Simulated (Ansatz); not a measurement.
# HfO2: the cost of one run

Method: DFT PBE, scalar-relativistic, plane waves, PAW, in Ansatz 0.2.0.

2 further runs of the same task are left out: 2 set aside as unsound or not needed.

## (1) The system as given

It takes space group Fm-3m (No. 225, cubic). Conventional cell: a = 5.115 Å, b = 5.115 Å, c = 5.115 Å, α = 90.00°, β = 90.00°, γ = 90.00°. Around Hf (site symmetry m-3m) lie 8 O at 2.21 Å. O (site symmetry -43m) is surrounded by 4 Hf at 2.21 Å.

Coordinates:

```xyz
3
Lattice="0.0000 2.5575 2.5575 2.5575 0.0000 2.5575 2.5575 2.5575 0.0000" Properties=species:S:1:pos:R:3 pbc="T T T"
Hf    0.0000    0.0000    0.0000
O     1.2788    1.2788    1.2788
O     3.8363    3.8363    3.8363
```

Source of the structure: the Crystallography Open Database.

## (6) The grid

Atoms count from 1 in the order of the input.

One atom moved over a plane, all else fixed.

The axes are (1) shift of Hf1 along [0 1 0]: 11 values from −0.930 Å; (2) shift of Hf1 along [0 0 1]: 11 values from −0.930 Å.

Nothing else is relaxed (all other atoms fixed). Energies count from the relaxed crystal. Points are written as (first, second).

(The set-up runs are not shown.)

## (7) Point (−0.558 Å, −0.558 Å)

File input.yaml:

```yaml
crystal:
  lattice:
    - [5.097611552, 0.0, 0.0]
    - [0.0, -5.097611552, 0.0]
    - [0.0, 0.0, -5.097611552]
  atoms:
    - { symbol: Hf, position: [0.0, 0.1094630288, 0.1094630288] }
    - { symbol: Hf, position: [0.5, 0.5, 0.0] }
    - { symbol: Hf, position: [0.5, 0.0, 0.5] }
    - { symbol: Hf, position: [0.0, 0.5, 0.5] }
    - { symbol: O, position: [0.25, 0.25, 0.25] }
    - { symbol: O, position: [0.75, 0.75, 0.25] }
    - { symbol: O, position: [0.75, 0.25, 0.75] }
    - { symbol: O, position: [0.25, 0.75, 0.75] }
    - { symbol: O, position: [0.75, 0.75, 0.75] }
    - { symbol: O, position: [0.25, 0.25, 0.75] }
    - { symbol: O, position: [0.25, 0.75, 0.25] }
    - { symbol: O, position: [0.75, 0.25, 0.25] }
basis:
  ecutwfc: 420
kpoints:
  mp_grid: { grid: [6, 6, 6] }
hamiltonian:
  xc: pbe
scf:
  occupations: { method: gaussian, width: 0.05 }
output:
  forces: true
  stress: true
  eigenvalues: true
```

Command:

```
ansatz run input.yaml --threads 2 --pin off --max-ram 4096MiB --backend cpu --events-out ev --progress --plain --runs-dir out
```

What time and memory should one allow on 2 threads of Arm Neoverse V1, shared host?

About 40 s, with a peak of 0.7 GiB.
